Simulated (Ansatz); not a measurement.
Rh:

```
CELL_PARAMETERS angstrom
-0.02517 1.90852 1.89529
1.89980 -0.03138 1.90150
1.86005 1.87498 0.00837
ATOMIC_POSITIONS crystal
Rh 0.00000 0.00000 0.00000
```

The cell isn't the ideal one: cell strained at random.

```yaml
Program: Ansatz 0.2.0
Task: relaxation of cell and atoms
Functional: PBE
Potentials_or_basis: all-electron LAPW, relativistic spinors
Cutoff: 260 eV
Density_cutoff: 1040 eV
Basis_error_allowed: 0.002 eV/atom
k_mesh: 9 × 9 × 9
Occupations: fermi-dirac, width 0.15 eV
Spin: non-collinear spin, ferromagnetic start, spin-orbit coupling
Starting_moments: "[[0.0, 0.0, 0.6]] μB"
```

At the start: volume 13.67 Å³/atom.

**Question.** How do energy, volume and symmetry change on relaxing?

**Answer.** Over 5 steps the energy falls by 23.0 meV/atom and the volume is 14.12 Å³/atom (+3.3 %); space group Fm-3m (No. 225, to 0.05 Å); moment 0.00 μB per cell.

The path:
| step | energy change (eV) | largest force (eV/Å) | volume (Å³) |
| --- | --- | --- | --- |
| 1 | 0.0000 | 0.0000 | 13.67 |
| 2 | -0.0172 | 0.0000 | 14.42 |
| 3 | -0.0227 | 0.0000 | 14.15 |
| 4 | -0.0228 | 0.0000 | 14.12 |
| 5 | -0.0230 | 0.0000 | 14.12 |

Final structure:
```
Rh
1.0
    -0.00005    1.91834    1.91815
     1.91838   -0.00006    1.91816
     1.91831    1.91828    0.00001
Rh
1
Cartesian
  0.0000 0.0000 0.0000
```

Caveat: the starting moments weren't kept.
